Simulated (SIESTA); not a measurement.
**ZnCu in SIESTA: the effect of strain zz**

Crystal: ZnCu.

```
Zn Cu
1.0
     2.94500    0.00000    0.00000
     0.00000    2.94500    0.00000
     0.00000    0.00000    2.82720
Zn Cu
1 1
Direct
  0.50000 0.50000 0.50000
  0.00000 0.00000 0.00000
```

The cell isn't the ideal one: cell strained along z.

Alike in all runs:

* Program: SIESTA 5.4.2
* Task: band structure
* Functional: PBEsol
* Potentials or basis: PseudoDojo 0.4 standard (PBEsol files)
* Basis: DZP (energy shift 0.003 Ry; two zetas on semicore shells)
* Grid cutoff: 800 Ry
* Energy shift: 0.003 Ry
* k mesh: 9 × 9 × 9
* Occupations: fermi-dirac, width 0.05 eV
* Spin: no spin polarisation

```csv
strain zz,pressure (GPa)
-0.04,-1.5
-0.02,-4.4
0,-6.6
0.02,?
0.04,-10.8
```

Problem. What does the run with strain zz 0.02 give?

Solution. Pressure -8.7 GPa.

Worked out: A parabola through the other rows of the pressure, of slope -102 GPa per unit of strain zz there, gives -8.9 GPa, against the run's -8.7.

Caveats: short orbitals over semicore shells can move pressures by several GPa; the basis of atomic orbitals isn't converged, which shifts pressures, moduli and gaps.
